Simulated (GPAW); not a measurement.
Crystal: SnO2.

```
Sn O
1.0
     3.23058    0.00000    0.00000
    -1.61529    2.79776    0.00000
     0.00000    0.00000   10.79056
Sn O
2 4
Direct
  0.00000 0.00000 0.00000
  0.00000 0.00000 0.50000
  0.33333 0.66667 0.90586
  0.33333 0.66667 0.59414
  0.66667 0.33333 0.09414
  0.66667 0.33333 0.40586
```

Measurements of this composition are mostly on another form, of space group No. 136.

Base run:

* Program: GPAW 26.7.0
* Functional: r2SCAN
* Potentials or basis: GPAW PAW data sets (gpaw-data 1.2.1)
* Cutoff: 650 eV
* Basis: pw
* k mesh: 8 × 8 × 2
* Occupations: fermi-dirac, width 0.05 eV
* Spin: no spin polarisation

Its results: band gap on the k mesh 2.64 eV, indirect (least direct gap 3.03 eV); pressure -8.4 GPa; largest force 0.687 eV/Å.

**Question.** The run is repeated on the same cell with these changes: cutoff from 650 eV to 800 eV; k mesh from 8 × 8 × 2 to 6 × 6 × 2. What comes out?

**Answer.** Band gap on the k mesh 2.66 eV, indirect (least direct gap 3.03 eV); pressure -6.9 GPa; largest force 0.697 eV/Å.

Caveats: the PAW data sets were made with another functional, which shifts forces and pressure a little; spin-orbit coupling is left out, which moves the levels of the heavy elements; the cutoff is short for stress and forces, so pressures can be off by a GPa or more (some runs).

Not every run made on this cell is shown here.
